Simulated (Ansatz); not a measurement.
## Equation of state of Mg

```cif
data_structure
_symmetry_space_group_name_H-M 'P6_3/mmc'
_symmetry_Int_Tables_number 194
_cell_length_a 3.2093
_cell_length_b 3.2093
_cell_length_c 5.2103
_cell_angle_alpha 90.000
_cell_angle_beta 90.000
_cell_angle_gamma 120.000
_cell_volume 46.47
loop_
_atom_site_label
_atom_site_type_symbol
_atom_site_symmetry_multiplicity
_atom_site_Wyckoff_symbol
_atom_site_fract_x
_atom_site_fract_y
_atom_site_fract_z
_atom_site_occupancy
Mg1 Mg 2 c 0.33333 0.66667 0.25000 1
```

The runs use the primitive cell with vectors (3.209, 0.000, 0.000), (-1.605, 2.779, 0.000), (0.000, 0.000, 5.210) Å, to which the k mesh refers.

The cell is COD entry 9008506, as deposited and not checked against the literature; nothing was relaxed.

Methods: DFT, PBE, all-electron LAPW, scalar-relativistic (Ansatz 0.2.0); DFT, PBE, PAW with Ansatz's default frozen-core files, scalar-relativistic (Ansatz 0.2.0).

For LAPW: a Γ-centred 12×12×7 k mesh, Fermi–Dirac smearing of 0.05 eV, basis error target 1 meV/atom, no spin polarisation. PAW takes a cutoff of 420 eV at this cell. The Ansatz runs share mesh, smearing and spin set-up. Plane-wave (PAW) pressures include the program's estimate of the Pulay term.

The cell above is scaled evenly, with fractional coordinates and shape held.

```json
{"V/V(cell)": "0.9405", "V (Å³/atom)": "21.854", "P, LAPW (GPa)": "1.88", "P, PAW (GPa)": "1.90"}
{"V/V(cell)": "0.9800", "V (Å³/atom)": "22.772", "P, LAPW (GPa)": "0.23", "P, PAW (GPa)": "0.25"}
{"V/V(cell)": "1.0000", "V (Å³/atom)": "23.237", "P, LAPW (GPa)": "-0.49", "P, PAW (GPa)": "-0.47"}
{"V/V(cell)": "1.0200", "V (Å³/atom)": "23.702", "P, LAPW (GPa)": "-1.14", "P, PAW (GPa)": "-1.12"}
{"V/V(cell)": "1.0600", "V (Å³/atom)": "24.631", "P, LAPW (GPa)": "?", "P, PAW (GPa)": "?"}
```

(1) Fill in the row V/V(cell) = 1.0600.

(2) What do Birch–Murnaghan fits to the pressures give?

## Answers

(1) P, LAPW (GPa) = -2.25, P, PAW (GPa) = -2.24.

(2) LAPW: V0 = 22.91 Å³/atom, B0 = 36 GPa, B0′ = 4.1; PAW: V0 = 22.93 Å³/atom, B0 = 36 GPa, B0′ = 4.0.
